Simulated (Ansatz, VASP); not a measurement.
## CuO: VASP beside Ansatz

INCAR

```
SYSTEM = CuO
PREC = Accurate ; ENCUT = 520
EDIFF = 1E-7 ; ISMEAR = 0
SIGMA = 0.05 ; LREAL = .FALSE.
LASPH = .TRUE. ; NELM = 150
ALGO = Normal ; ISIF = 2
LWAVE = .FALSE. ; LCHARG = .FALSE.
LMAXMIX = 4 ; LDAU = .TRUE.
LDAUTYPE = 2 ; LDAUL = 2 -1
LDAUU = 5 0 ; LDAUJ = 0 0
LDAUPRINT = 1 ; GGA = CA
NBANDS = 25
```

Contents of KPOINTS:

```
Automatic mesh
0
G
  7 7 4
  0 0 0
```

The input POSCAR:

```
CuO
1.0
    2.3446497600     -1.7133998200      0.0000000000
    2.3446497600      1.7133998200      0.0000000000
   -0.8605499100      0.0000000000      5.0594394800
Cu O
2 2
Direct
    0.0032000000      0.4968000000      0.0000000000
    0.4968000000      0.0032000000      0.5000000000
    0.5714000000      0.4056000000      0.2537000000
    0.4056000000      0.5714000000      0.7537000000
```

Input for Ansatz:

```yaml
crystal:
  lattice:
    - [2.34464976, -1.71339982, 0.0]
    - [2.34464976, 1.71339982, 0.0]
    - [-0.86054991, 0.0, 5.05943948]
  atoms:
    - { symbol: Cu, position: [0.0032, 0.4968, 0.0] }
    - { symbol: Cu, position: [0.4968, 0.0032, 0.5] }
    - { symbol: O, position: [0.5714, 0.4056, 0.2537] }
    - { symbol: O, position: [0.4056, 0.5714, 0.7537] }
basis:
  ecutwfc: 420
  ecutrho_ratio: 4
kpoints:
  mp_grid: { grid: [7, 7, 4] }
hamiltonian:
  xc: lda
  hubbard:
    sites: [{ site: 0, l: d, u_eff: 5.0 }, { site: 1, l: d, u_eff: 5.0 }]
scf:
  occupations: { method: gaussian, width: 0.05 }
  lower_state_search: "off"
  max_iter: 150
output:
  forces: true
  stress: true
  eigenvalues: true
  populations: true
  hubbard: { sites: [{ site: 0, l: d }, { site: 1, l: d }] }
```

Alike in both runs: task single point; functional LDA; k mesh 7 × 7 × 4; occupations gaussian, width 0.05 eV; no spin polarisation; Hubbard terms Cu d U = 5.0 eV.

```csv
,VASP,Ansatz
version,VASP 6.6.1,Ansatz 0.2.0
potentials or method,"VASP PAW LDA potentials, release 64 (Cu, O)","scalar-relativistic, plane waves, PAW"
plane-wave cutoff (eV),520,420
valence electrons in the cell,34,50
```

VASP gave:

| Property | Result |
| --- | --- |
| gap on the k mesh at the Fermi level (eV) | none |
| pressure (GPa) | -12.6 |
| largest component of the traceless stress (GPa) | 3.48 |
| rms of the force components (eV/Å) | 0.389 |

Question: Which values does Ansatz return?

Answer: gap on the k mesh at the Fermi level (eV): none; pressure (GPa): -7.0; largest component of the traceless stress (GPa): 2.54; rms of the force components (eV/Å): 0.440.

The programs project onto different local orbitals, so the same U acts differently. Atom by atom the forces differ by 0.068 eV/Å (rms over components). A gap of «none» marks a metal or a gap that the smearing closes. The two sets of potentials don't hold the same shells in valence. Ansatz warned: «filled_band_counts_differ_across_k_points».

Caveats: the run has no spin polarisation, though such a crystal can be magnetic; U without spin polarisation on a metal has little footing.
